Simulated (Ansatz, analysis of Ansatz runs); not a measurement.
# Migration in BaZrO3 (Pm-3m): V_O hop (3.0 Å), charge +2, part 2 of 3

Aim: the barrier of one jump in BaZrO3 (Pm-3m) at charge +2: V_O hop (3.0 Å). The model is a cell of 80 host atoms with 1 O taken out; O is the atom that moves.

Ansatz 0.2.0; plane-wave PAW DFT, PBEsol; nudged elastic band between two relaxed defect structures at fixed charge in a uniform background.

So far: Set-up; Relaxation of the start point, charge +2.

### Step 3. Relaxation of the end point, charge +2

Level of this step: plane-wave PAW DFT, PBEsol; relaxation of all atoms of a defect supercell at fixed charge in a uniform background (Ansatz).

The end point is relaxed in the same cell and settings, so that the two energies compare. Atoms more than 3.2 Å from the middle of the hop start where the first relaxation left them, the nearer ones on or close to their ideal places, with small random displacements.

The input, qp2_c80k1s.end/input.yaml:

```yaml
crystal:
  lattice:
    - [0.0, 8.36127347, 8.36127347]
    - [8.36127347, 0.0, 8.36127347]
    - [8.36127347, 8.36127347, 0.0]
  atoms:
    - { symbol: Ba, position: [-0.00228594, 0.00068481, 0.00076765] }
    - { symbol: Ba, position: [0.24546141, 0.24863991, 0.24587831] }
[... 1 atom line left out ...]
    - { symbol: Zr, position: [0.375, 0.375, 0.375] }
[... 7 atom lines left out ...]
    - { symbol: Ba, position: [0.25, 0.25, 0.75] }
[... 5 atom lines left out ...]
    - { symbol: O, position: [0.25, 0.25, 0.5] }
[... 7 atom lines left out ...]
    - { symbol: O, position: [0.23533421, 0.50414426, 0.26349428] }
[... 6 atom lines left out ...]
    - { symbol: Zr, position: [0.12584042, 0.62419501, 0.62481952] }
[... 2 atom lines left out ...]
    - { symbol: O, position: [0.23177431, 0.50887771, 0.76673173] }
[... 3 atom lines left out ...]
    - { symbol: O, position: [0.5, 0.25, 0.5] }
[... 8 atom lines left out ...]
    - { symbol: O, position: [0.50349789, 0.24886642, 0.25770602] }
[... 3 atom lines left out ...]
    - { symbol: Zr, position: [0.63187998, 0.11632638, 0.63663978] }
[... 4 atom lines left out ...]
    - { symbol: O, position: [0.48405793, 0.26749419, 0.72708561] }
[... 7 atom lines left out ...]
    - { symbol: O, position: [0.5, 0.5, 0.25] }
[... 3 atom lines left out ...]
    - { symbol: Ba, position: [0.5, 0.5, 0.5] }
[... 8 atom lines left out ...]
    - { symbol: O, position: [0.75592355, 0.49001319, 0.51007759] }
total_charge: 2
basis:
  ecutwfc: 420
  xc_grid: 2
hamiltonian:
  xc: pbesol
kpoints:
  mp_grid: { grid: [1, 1, 1], shift: [0.25, 0.25, 0.25] }
scf:
  occupations: { method: fixed }
  max_iter: 120
output:
  forces: true
relax:
  f_tol: 0.02
  max_steps: 70
  random_displacement: { amplitude: 0.01, seed: 3667 }
```

Run with:

```
> ansatz run input.yaml --threads 4 --pin off --max-ram 14131MiB --backend cpu --events-out ev --progress --plain --runs-dir out
```

Numbers of over 12 decimals in the logs are rounded to 6 here.

The log of the run:

```text
[...]
Crystal: 79 atoms, lattice volume = 1169.088 Å³
Basis set: ecut = 420 eV, 22995 PW (Γ), exchange–correlation on 160×160×160 points (8 copies of the dense FFT grid, shifted against one another)
Bands: 395, of which v1, the nominal top of the filled ones, is band 316 counted from 1 (315 counted from 0)
Symmetry: 1 space group operations
k-points: 1
[...]
SCF iter   1: F=—  HF=-186385.813250 eV  |F-HF|=—  |Δ(HF+E_count)|=         —  Δρ=1.11e-2  dr2=4.44e0  ethr=1.77e-3  ⟨swp⟩=5.0  Hψ=1319  notcnv=0  defer=75
[...]
SCF iter   9: F=-186384.548978 eV  HF=-186384.548978 eV  |F-HF|=6.80e-8  |Δ(HF+E_count)|=   2.54e-6  Δρ=1.29e-5  dr2=1.75e-6  ethr=1.58e-9  ⟨swp⟩=4.0  Hψ=1347  notcnv=0
SCF 1 converged in 9 iterations: F = -186384.548978 eV  dr2 = 1.75e-6
[...]
F+E_penalty+E_count = -186387.54721857 eV   max|allowed force component| = 1.325e-2 eV/Å
  atoms:
    - { symbol: Ba, position: [-0.000356, 0.001953, -0.001875] }
    - { symbol: Ba, position: [0.246772, 0.247194, 0.245025] }
    [... 1 atom left out ...]
    - { symbol: Zr, position: [0.382423, 0.367820, 0.362314] }
[...]
- { symbol: Ba, position: [0.250184, 0.242428, 0.757867] }
[...]
- { symbol: O, position: [0.240940, 0.265404, 0.509878] }
[...]
- { symbol: O, position: [0.231409, 0.517127, 0.271963] }
[...]
- { symbol: Zr, position: [0.112510, 0.637830, 0.632189] }
[...]
- { symbol: O, position: [0.492695, 0.258493, 0.499317] }
[...]
- { symbol: O, position: [0.490027, 0.263282, 0.237072] }
    [... 8 atoms left out ...]
    - { symbol: O, position: [0.497310, 0.255862, 0.744103] }
    [... 7 atoms left out ...]
    - { symbol: O, position: [0.481060, 0.512285, 0.267093] }
    [... 3 atoms left out ...]
    - { symbol: Ba, position: [0.506914, 0.499054, 0.501368] }
    [... 9 atoms left out ...]
[key lines of the parts left out:]
SCF converged after 7 iterations
Free energy (F): -186387.547219 eV
Fermi energy:    9.647250 eV
```

Run time: 4.1 min. Hardware: 4 threads of Arm Neoverse N1, shared host; peak memory 2.4 GiB.

The steps of the relaxation:

| step | energy less that of the first step (eV) | largest force component (eV/Å) |
| --- | --- | --- |
| 1 | 0.0000 | 4.4951 |
| 2 | -2.3310 | 0.9044 |
| 3 | -2.9253 | 0.1736 |
| 4 | -2.9938 | 0.0632 |
| 5 | -2.9976 | 0.0455 |
| 6 | -2.9982 | 0.0133 |

The atoms that moved most (Å, from the sites as typed, ahead of the random displacement):

```csv
atom,dx,dy,dz,length
O36,-0.289,-0.057,0.060,0.301
O49,-0.051,-0.286,0.009,0.291
O56,-0.010,0.272,-0.051,0.277
O38,-0.247,-0.048,-0.056,0.257
O58,0.046,0.252,0.015,0.257
O66,0.247,-0.016,-0.055,0.253
O59,-0.055,0.236,-0.013,0.242
O37,-0.205,0.078,0.051,0.225
```

Neighbours of O40 at the end:

```
atom  distance (Å)
 Zr4         2.080
Zr53         2.140
 O18         2.877
 O66         2.879
 O58         2.907
Ba70         2.945
Ba12         2.967
 O56         3.000
 O57         3.001
```

Read from the output:

* free energy: -186387.5472 eV
* r.m.s. move of the farther half of the atoms: 0.09333 Å
* largest move from the ideal geometry of this structure, a common shift of the far atoms taken out: 0.3592 Å

The relaxation gained 2.998 eV and ended with a largest force component of 0.013 eV/Å. The end lies within 1 meV of the start.

(Continued in part 3 of 3.)

[Logs are printed without paths, hosts, clocks, repeated set-up lines and the standing remarks that a program may print on its own settings, such as how far it seeks lower states.]

[Hosts, paths, dates, database ids (printed as entryN), source tags and the programs' standing remarks are cut or masked in the printed files.]
